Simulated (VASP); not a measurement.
# ZnS (P6_3mc) in VASP: settings compared

The runs below take ZnS through single point, with PBEsol+D3(BJ), LDA.

Everything below comes from runs of VASP 6.6.1. Logs are shortened: lines on timing, memory, paths and dates and some standing lists are left out, and cuts for length are marked.

**Measured values to compare with.**

From a printed reference work, monograph, for a bulk crystal of ZnS at 4 K: band gap 3.911 eV (direct).

How close the calculation comes is told below.

### Step 1. The cell of the first run

Symmetry: P6_3mc, No. 186, hexagonal system. Conventional cell: a = 3.812 Å, b = 3.812 Å, c = 18.690 Å, α = 90.00°, β = 90.00°, γ = 120.00°. Zn (site symmetry 3m) has 4 S at 2.33 to 2.34 Å within 3.1 Å. Zn (site symmetry 3m) has 4 S at 2.33 to 2.34 Å within 3.1 Å. Within 3.1 Å of Zn (site symmetry 3m) lie 4 S at 2.33 to 2.34 Å. Within 3.1 Å of S (site symmetry 3m) lie 4 Zn at 2.33 to 2.34 Å. Within 3.1 Å of S (site symmetry 3m) lie 4 Zn at 2.33 to 2.34 Å. S (site symmetry 3m) has 4 Zn at 2.33 to 2.34 Å within 3.1 Å.

### Step 2. Single point, PBEsol+D3(BJ)

The input, INCAR:

```
SYSTEM = ZnS
ALGO = Normal
EDIFF = 1E-7
ENCUT = 520
GGA = PS
ISIF = 2
ISMEAR = -1
IVDW = 12
LASPH = .TRUE.
LCHARG = .FALSE.
LREAL = .FALSE.
LWAVE = .FALSE.
NBANDS = 66
NELM = 60
PREC = Accurate
SIGMA = 0.05
```

The input, KPOINTS:

```
k-points
0
G
  8 8 2
  0 0 0
```

The input, POSCAR:

```
ZnS
1.0
    3.8120000000      0.0000000000      0.0000000000
   -1.9060000000      3.3012888392      0.0000000000
    0.0000000000      0.0000000000     18.6899900000
Zn S
6 6
Direct
    0.3333333333      0.6666666667      0.8333300000
    0.6666666667      0.3333333333      0.3333300000
    0.6666666667      0.3333333333      0.6666700000
    0.3333333333      0.6666666667      0.1666700000
    0.0000000000      0.0000000000      0.5000000000
    0.0000000000      0.0000000000      0.0000000000
    0.3333333333      0.6666666667      0.9583300000
    0.6666666667      0.3333333333      0.4583300000
    0.6666666667      0.3333333333      0.7916700000
    0.3333333333      0.6666666667      0.2916700000
    0.0000000000      0.0000000000      0.6250000000
    0.0000000000      0.0000000000      0.1250000000
```

Potentials or basis: VASP PAW PBE potentials, release 64 (Zn, S).

Run with:

```bash
> cat potpaw_PBE.64/Zn/POTCAR potpaw_PBE.64/S/POTCAR > POTCAR
> mpirun -np 1 vasp_std > vasp.out
```

OUTCAR:

```text
SYSTEM = ZnS
   EDIFF = 1E-7
   ENCUT = 520
   GGA = PS
   ISIF = 2
   ISMEAR = -1
   IVDW = 12
   LASPH = .TRUE.
   LREAL = .FALSE.
   NELM = 60
   PREC = Accurate
 IVDW          = 12

 ion  position               nearest neighbor table
   1  0.333  0.667  0.833-   9 2.33   9 2.33   9 2.33   7 2.34
   2  0.667  0.333  0.333-  10 2.33  10 2.33  10 2.33   8 2.34
   3  0.667  0.333  0.667-  11 2.33  11 2.33  11 2.33   9 2.34
   4  0.333  0.667  0.167-  12 2.33  12 2.33  12 2.33  10 2.34
   5  0.000  0.000  0.500-   8 2.33   8 2.33   8 2.33  11 2.34
   6  0.000  0.000  0.000-   7 2.33   7 2.33   7 2.33  12 2.34
   7  0.333  0.667  0.958-   6 2.33   6 2.33   6 2.33   1 2.34
   8  0.667  0.333  0.458-   5 2.33   5 2.33   5 2.33   2 2.34
   9  0.667  0.333  0.792-   1 2.33   1 2.33   1 2.33   3 2.34
  10  0.333  0.667  0.292-   2 2.33   2 2.33   2 2.33   4 2.34
  11  0.000  0.000  0.625-   3 2.33   3 2.33   3 2.33   5 2.34
  12  0.000  0.000  0.125-   4 2.33   4 2.33   4 2.33   6 2.34

  LATTYP: Found a hexagonal cell.
 ALAT       =     3.8120000000
 C/A-ratio  =     4.9029354669

  Lattice vectors:

 A1 = (   3.8120000000,   0.0000000000,   0.0000000000)
 A2 = (  -1.9060000000,   3.3012888392,   0.0000000000)
 A3 = (   0.0000000000,   0.0000000000,  18.6899900000)

Analysis of symmetry for initial positions (statically):
=====================================================================
 Subroutine PRICEL returns:
 Original cell was already a primitive cell.

 Routine SETGRP: Setting up the symmetry group for a
 hexagonal supercell.

 Subroutine GETGRP returns: Found 12 space group operations
 (whereof  6 operations were pure point group operations)
 out of a pool of 24 trial point group operations.

The static configuration has the point symmetry C_3v.
 The point group associated with its full space group is C_6v.

Analysis of symmetry for dynamics (positions and initial velocities):
=====================================================================
 Subroutine PRICEL returns:
 Original cell was already a primitive cell.

 Routine SETGRP: Setting up the symmetry group for a
 hexagonal supercell.

 Subroutine GETGRP returns: Found 12 space group operations
 (whereof  6 operations were pure point group operations)
 out of a pool of 24 trial point group operations.

The dynamic configuration has the point symmetry C_3v.
 The point group associated with its full space group is C_6v.

 Subroutine INISYM returns: Found 12 space group operations
 (whereof  6 operations are pure point group operations),
 and found     1 'primitive' translations

----------------------------------------------------------------------------------------

                                     Primitive cell

  volume of cell :     235.2044

  direct lattice vectors                    reciprocal lattice vectors
     3.812000000  0.000000000  0.000000000     0.262329486  0.151455999  0.000000000
    -1.906000000  3.301288839  0.000000000     0.000000000  0.302911999  0.000000000
     0.000000000  0.000000000 18.689990000     0.000000000  0.000000000  0.053504577

  length of vectors
     3.812000000  3.812000000 18.689990000     0.302911999  0.302911999  0.053504577

  position of ions in fractional coordinates (direct lattice)
     0.333333333  0.666666667  0.833330000
     0.666666667  0.333333333  0.333330000
     0.666666667  0.333333333  0.666670000
     0.333333333  0.666666667  0.166670000
     0.000000000  0.000000000  0.500000000
     0.000000000  0.000000000  0.000000000
     0.333333333  0.666666667  0.958330000
     0.666666667  0.333333333  0.458330000
     0.666666667  0.333333333  0.791670000
     0.333333333  0.666666667  0.291670000
     0.000000000  0.000000000  0.625000000
     0.000000000  0.000000000  0.125000000

  ion indices of the primitive-cell ions
   primitive index   ion index
                 1           1
                 2           2
                 3           3
                 4           4
                 5           5
                 6           6
                 7           7
                 8           8
                 9           9
                10          10
                11          11
                12          12

----------------------------------------------------------------------------------------

 KPOINTS: k-points

Automatic generation of k-mesh.
 Grid dimensions read from file:
 generate k-points for:    8    8    2

 Generating k-lattice:

  Cartesian coordinates                     Fractional coordinates (reciprocal lattice)
     0.032791186  0.018932000  0.000000000     0.125000000  0.000000000  0.000000000
     0.000000000  0.037864000  0.000000000     0.000000000  0.125000000  0.000000000
     0.000000000  0.000000000  0.026752288     0.000000000  0.000000000  0.500000000

  Length of vectors
     0.037864000  0.037864000  0.026752288

  Shift w.r.t. Gamma in fractional coordinates (k-lattice)
     0.000000000  0.000000000  0.000000000

 Subroutine IBZKPT returns following result:
 ===========================================

 Found     20 irreducible k-points:

 Following reciprocal coordinates:
            Coordinates               Weight
  0.000000  0.000000  0.000000      1.000000
  0.125000  0.000000  0.000000      6.000000
  0.250000  0.000000  0.000000      6.000000
  0.375000  0.000000  0.000000      6.000000
  0.500000  0.000000  0.000000      3.000000
  0.125000  0.125000  0.000000      6.000000
[... 12 lines left out ...]
  0.250000  0.250000  0.500000      6.000000
  0.375000  0.250000  0.500000      6.000000
   k-points           NKPTS =     20   k-points in BZ     NKDIM =     20   number of bands    NBANDS=     66
   number of dos      NEDOS =    301   number of ions     NIONS =     12
   total plane-waves  NPLWV = 109760
   dimension x,y,z NGX =    28 NGY =   28 NGZ =  140
   dimension x,y,z NGXF=    56 NGYF=   56 NGZF=  280
   ions per type =               6   6
   NGX,Y,Z   is equivalent  to a cutoff of  12.21, 12.21, 12.45 a.u.
   NGXF,Y,Z  is equivalent  to a cutoff of  24.42, 24.42, 24.91 a.u.
 SYSTEM =  ZnS
   PREC   = accura    normal or accurate (medium, high low for compatibility)
   ISTART =      0    job   : 0-new  1-cont  2-samecut
   ICHARG =      2    charge: 1-file 2-atom 10-const
   ISPIN  =      1    spin polarized calculation?
   LNONCOLLINEAR =      F non collinear calculations
   LSORBIT =      F    spin-orbit coupling
   LASPH  =      T    aspherical Exc in radial PAW
   ENCUT  =  520.0 eV  38.22 Ry    6.18 a.u.   7.09  7.09 34.75*2*pi/ulx,y,z
   NELM   =     60;   NELMIN=  2; NELMDL= -5     # of ELM steps
   EDIFF  = 0.1E-06   stopping-criterion for ELM
   LREAL  =      F    real-space projection
   EDIFFG = 0.1E-05   stopping-criterion for IOM
   NSW    =      0    number of steps for IOM
   IBRION =     -1    ionic relax: 0-MD 1-quasi-New 2-CG
   NFREE  =      0    steps in history (QN), initial steepest desc. (CG)
   ISIF   =      2    stress and relaxation
   ISYM   =      2    0-nonsym 1-usesym 2-fastsym
   POTIM  = 0.5000    time-step for ionic-motion
   TEBEG  =    0.0;   TEEND  =   0.0 temperature during run
   PSTRESS=    0.0 pullay stress
   NELECT =     108.0000    total number of electrons
   NUPDOWN=      -1.0000    fix difference up-down
   EMIN   =  10.00;   EMAX   =-10.00  energy-range for DOS
   EFERMI =   0.00;   METHOD = LEGACY
   ISMEAR =    -1;   SIGMA  =   0.05  broadening in eV -4-tet -1-fermi 0-gaus
   EFERMI_NEDOS =   21; number of points for ismear=-14 and -15
   IALGO  =     38    algorithm
   IMIX   =      4    mixing-type and parameters
     AMIX     =   0.40;   BMIX     =  1.00
     AMIX_MAG =   1.60;   BMIX_MAG =  1.00
  volume/ion in A,a.u.               =      19.60       132.27
  Fermi-wavevector in a.u.,A,eV,Ry     =   1.262993  2.386711 21.703349  1.595151
  Thomas-Fermi vector in A             =   2.396373
   LORBIT       =      0    0 simple, 1 ext, 2 COOP (PROOUT), +10 PAW based schemes
   GGA     = PS    functional components
   LHFCALC =     F    Hartree Fock is set to
   AEXX    =    0.0000 exact exchange contribution
   IVDW    =    12    specifies the selected vdW correction
   LEPSILON=     F    determine dielectric tensor
   LRPA    =     F    only Hartree local field effects (RPA)
 non-spin polarized calculation
  energy-cutoff  :      520.00
  volume of cell :      235.20
 maximum number of plane-waves:      6376
   NGX = 15   NGY = 15   NGZ = 69

 number of electron     107.9999995 magnetization

 Free energy of the ion-electron system (eV)
  ---------------------------------------------------
  ext. energy  EPLUGINS =         0.00000000
  ---------------------------------------------------
  free energy    TOTEN  =       -45.50796976 eV

  energy without entropy =      -45.50796976  energy(sigma->0) =      -45.50796976

 E-fermi :   3.1120     XC(G=0):  -9.8775

 val. band max:        2.0783874705   @ k =   0.0000   0.0000   0.0000
 cond. band min:       4.1088903860   @ k =   0.0000   0.0000   0.0000
 fundamental gap:      2.0305029156
 Fermi energy:         3.1119545105

 k-point     1 :       0.0000    0.0000    0.0000
  band No.  band energies     occupation
      1     -11.1297      2.00000
      2     -10.9247      2.00000
      3     -10.9165      2.00000
      4     -10.4498      2.00000
      5     -10.4413      2.00000
      6     -10.1698      2.00000
[... 58 lines left out ...]
     65       8.4464      0.00000
     66       8.5666      0.00000

 k-point     2 :       0.1250    0.0000    0.0000
  band No.  band energies     occupation
      1     -11.0226      2.00000
      2     -10.8260      2.00000
      3     -10.8178      2.00000
      4     -10.3740      2.00000
      5     -10.3657      2.00000
      6     -10.1107      2.00000
[... 1300 lines left out ...]
     65       8.5808      0.00000
     66       8.5808      0.00000

------------------------ aborting loop because EDIFF is reached ----------------------------------------

 Edisp (eV)   -3.12912

 E8    (eV) :    -1.9171

  FORCE on cell =-STRESS in cart. coord.  units (eV):
  Direction    XX          YY          ZZ          XY          YZ          ZX
  --------------------------------------------------------------------------------------
  -------------------------------------------------------------------------------------
  Total      -5.05121    -5.05121    -4.98061     0.00000     0.00000     0.00000
  in kB     -34.40812   -34.40812   -33.92719     0.00000     0.00000     0.00000
  external pressure =      -34.25 kB  Pullay stress =        0.00 kB

 VOLUME and BASIS-vectors are now :
 -----------------------------------------------------------------------------
  energy-cutoff  :      520.00
  volume of cell :      235.20
      direct lattice vectors                 reciprocal lattice vectors
     3.812000000  0.000000000  0.000000000     0.262329486  0.151455999  0.000000000
    -1.906000000  3.301288839  0.000000000     0.000000000  0.302911999  0.000000000
     0.000000000  0.000000000 18.689990000     0.000000000  0.000000000  0.053504577

 POSITION                                       TOTAL-FORCE (eV/Angst)
 -----------------------------------------------------------------------------------
     -0.00000      2.20086     15.57493         0.000000      0.000000      0.000443
      1.90600      1.10043      6.22993        -0.000000     -0.000000      0.000443
      1.90600      1.10043     12.46006         0.000000     -0.000000      0.012025
     -0.00000      2.20086      3.11506        -0.000000     -0.000000      0.012025
      0.00000      0.00000      9.34500         0.000000     -0.000000     -0.004666
      0.00000      0.00000      0.00000        -0.000000     -0.000000     -0.004666
     -0.00000      2.20086     17.91118         0.000000     -0.000000     -0.026131
      1.90600      1.10043      8.56618         0.000000     -0.000000     -0.026131
      1.90600      1.10043     14.79630         0.000000     -0.000000     -0.006999
     -0.00000      2.20086      5.45131         0.000000      0.000000     -0.006999
      0.00000      0.00000     11.68124         0.000000     -0.000000      0.025329
      0.00000      0.00000      2.33625        -0.000000     -0.000000      0.025329
 -----------------------------------------------------------------------------------
    total drift:                               -0.000002     -0.000003     -0.000308

  FREE ENERGIE OF THE ION-ELECTRON SYSTEM (eV)
  ---------------------------------------------------
  free  energy   TOTEN  =       -48.6370947167 eV

  energy  without entropy=      -48.6370947166  energy(sigma->0) =      -48.63709472
```

Run time: 11 min. Hardware: 1 thread of Intel Xeon 8259CL, shared host; peak memory 0.43 GiB.

Results:

| Property | Result |
| --- | --- |
| Free energy | -48.6371 eV |
| Pressure | -3.4 GPa |
| Largest force | 0.026 eV/Å |
| Band gap on the k mesh | 2.03 eV |
| Dispersion energy per atom | -0.261 eV |

Forces on the atoms (eV/Å):
```
Zn   0.000  0.000  0.000
Zn   0.000  0.000  0.000
Zn   0.000  0.000  0.012
Zn   0.000  0.000  0.012
Zn   0.000  0.000 -0.005
Zn   0.000  0.000 -0.005
S    0.000  0.000 -0.026
S    0.000  0.000 -0.026
S    0.000  0.000 -0.007
S    0.000  0.000 -0.007
S    0.000  0.000  0.025
S    0.000  0.000  0.025
```

Caveat: the cell stands under tension; the PAW data sets were made with another functional, which shifts forces and pressure a little.

### Step 3. Single point, LDA

This run uses another cell than the first one, of 18.58 Å³/atom.

The input, INCAR:

```
SYSTEM = ZnS
ALGO = Normal ; EDIFF = 1E-6
ENCUT = 520 ; GGA = CA
ISIF = 2 ; ISMEAR = -1
LASPH = .True. ; LCHARG = .False.
LREAL = .False. ; LWAVE = .False.
NBANDS = 66 ; NELM = 100
PREC = Accurate ; SIGMA = 0.05
```

The input, KPOINTS:

```
k-points
0
Gamma
  8 8 2
  0 0 0
```

The input, POSCAR:

```
ZnS
1.0
    3.7428328470      0.0000000000      0.0000000000
   -1.8714164235      3.2413883276      0.0000000000
    0.0000000000      0.0000000000     18.3747982810
Zn S
6 6
Direct
    0.3333333333      0.6666666667      0.8333004265
    0.6666666667      0.3333333333      0.3333004265
    0.6666666667      0.3333333333      0.6668810649
    0.3333333333      0.6666666667      0.1668810649
    0.0000000000      0.0000000000      0.5000261407
    0.0000000000      0.0000000000      0.0000261407
    0.3333333333      0.6666666667      0.9580886893
    0.6666666667      0.3333333333      0.4580886893
    0.6666666667      0.3333333333      0.7916168645
    0.3333333333      0.6666666667      0.2916168645
    0.0000000000      0.0000000000      0.6250868141
    0.0000000000      0.0000000000      0.1250868141
```

Potentials or basis: VASP PAW LDA potentials, release 64 (Zn, S).

Run with:

```bash
> cat potpaw_LDA.64/Zn/POTCAR potpaw_LDA.64/S/POTCAR > POTCAR
> mpirun -np 1 vasp_std > vasp.out
```

It took 6.6 min on 1 thread of Intel Xeon Platinum 8259CL at 2.50GHz (Skylake/Cascade Lake), shared host; peak memory 0.38 GiB.

The run converged. Its results:

| Property | Result |
| --- | --- |
| Free energy | -49.2352 eV |
| Pressure | 0.4 GPa |
| Band gap on the k mesh | 2.18 eV |

Levels at points of the mesh, in eV from the valence-band top:
| k point | band 50 | band 51 | band 52 | band 53 | band 54 | band 55 | band 56 | band 57 | band 58 | band 59 |
| --- | --- | --- | --- | --- | --- | --- | --- | --- | --- | --- |
| (0.00, 0.00, 0.00) | -0.27 | -0.27 | -0.04 | 0.00 | 0.00 | 2.18 | 3.15 | 3.26 | 3.27 | 3.40 |
| (0.50, 0.00, 0.00) | -1.67 | -1.40 | -1.40 | -1.23 | -0.97 | 3.23 | 3.31 | 3.40 | 3.70 | 3.82 |
| (0.00, 0.00, 0.50) | -0.53 | -0.08 | -0.08 | -0.08 | -0.08 | 2.68 | 2.68 | 3.19 | 3.19 | 3.50 |
| (0.50, 0.00, 0.50) | -1.78 | -1.36 | -1.36 | -1.09 | -1.09 | 3.13 | 3.13 | 3.66 | 3.66 | 3.96 |

### Step 4. Single point, LDA

The input, INCAR:

```
SYSTEM = ZnS
  PREC = Accurate
  ENCUT = 520
  EDIFF = 1E-7
  ISMEAR = -1
  SIGMA = 0.05
  LREAL = .FALSE.
  LASPH = .TRUE.
  NELM = 80
  ALGO = Normal
  ISIF = 2
  LWAVE = .FALSE.
  LCHARG = .FALSE.
  NBANDS = 66
```

The input, KPOINTS:

```
Automatic mesh
0
G
  8 8 2
  0 0 0
```

The input, POSCAR:

```
ZnS
1.0
    3.8120000000      0.0000000000      0.0000000000
   -1.9060000000      3.3012888392      0.0000000000
    0.0000000000      0.0000000000     18.6899900000
Zn S
6 6
Direct
    0.3333333333      0.6666666667      0.8333300000
    0.6666666667      0.3333333333      0.3333300000
    0.6666666667      0.3333333333      0.6666700000
    0.3333333333      0.6666666667      0.1666700000
    0.0000000000      0.0000000000      0.5000000000
    0.0000000000      0.0000000000      0.0000000000
    0.3333333333      0.6666666667      0.9583300000
    0.6666666667      0.3333333333      0.4583300000
    0.6666666667      0.3333333333      0.7916700000
    0.3333333333      0.6666666667      0.2916700000
    0.0000000000      0.0000000000      0.6250000000
    0.0000000000      0.0000000000      0.1250000000
```

Run with:

```bash
> cat potpaw_LDA.64/Zn/POTCAR potpaw_LDA.64/S/POTCAR > POTCAR
> mpirun -np 1 vasp_std > vasp.out
```

It took 7 min on 1 thread of Intel Xeon Platinum 8259CL at 2.50GHz (Skylake/Cascade Lake), shared host; peak memory 0.38 GiB.

The run converged. Its results:

| Quantity | Value |
| --- | --- |
| Free energy | -49.0901 eV |
| Pressure | -3.9 GPa |
| Largest force | 0.028 eV/Å |
| Band gap on the k mesh | 1.94 eV |

Forces on the atoms (eV/Å):
```
Zn   0.000  0.000  0.001
Zn   0.000  0.000  0.001
Zn   0.000  0.000  0.014
Zn   0.000  0.000  0.014
Zn   0.000  0.000 -0.007
Zn   0.000  0.000 -0.007
S    0.000  0.000 -0.028
S    0.000  0.000 -0.028
S    0.000  0.000 -0.007
S    0.000  0.000 -0.007
S    0.000  0.000  0.028
S    0.000  0.000  0.028
```

Levels at points of the mesh, in eV from the valence-band top:
```tsv
k point	band 50	band 51	band 52	band 53	band 54	band 55	band 56	band 57	band 58	band 59
(0.00, 0.00, 0.00)	-0.25	-0.25	-0.02	0.00	0.00	1.94	3.02	3.07	3.14	3.18
(0.50, 0.00, 0.00)	-1.53	-1.29	-1.28	-1.12	-0.89	3.24	3.36	3.40	3.68	3.85
(0.00, 0.00, 0.50)	-0.48	-0.07	-0.07	-0.07	-0.07	2.45	2.45	3.08	3.08	3.34
(0.50, 0.00, 0.50)	-1.64	-1.24	-1.24	-1.00	-1.00	3.16	3.16	3.66	3.66	3.95
```

Caveat: the cell stands under tension. A hybrid or GW would open this gap; LDA tends to underestimate it.

(Part 1 of 2 ends here.)
